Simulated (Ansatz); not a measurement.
Here is an Ansatz 0.2.0 calculation.

Contents of input.yaml:

```yaml
crystal:
  lattice:
    - [0.0, 2.96575, 2.96575]
    - [2.96575, 0.0, 2.96575]
    - [2.96575, 2.96575, 0.0]
  atoms:
    - { symbol: Pb, position: [0.0, 0.0, 0.0] }
    - { symbol: S, position: [0.5, 0.5, 0.5] }
kpoints:
  mp_grid: { grid: [4, 4, 4] }
scf:
  occupations: { method: fermi_dirac, width: 0.05 }
hamiltonian:
  xc: pbe0
  pseudopotentials: { kind: all_electron, datasets: crystal }
output:
  forces: true
  stress: true
```

Potentials or basis: all-electron PAW datasets made for the crystal.

Run with:

```console
$ ansatz run input.yaml --threads 1 --pin off --max-ram 3072MiB --backend cpu --events-out ev --progress --plain --runs-dir out
```

Estimate the band gap on the k mesh.

1.40 eV, direct.

What does it give for the pressure?

1.3 GPa.

Caveat: the k mesh is coarse (spacing up to 0.46 Å⁻¹), so the values aren't converged, least of all with exact exchange; spin-orbit coupling is left out, which as a rule narrows the gap of such compounds by several tenths of an eV. A k mesh can miss the band edges.
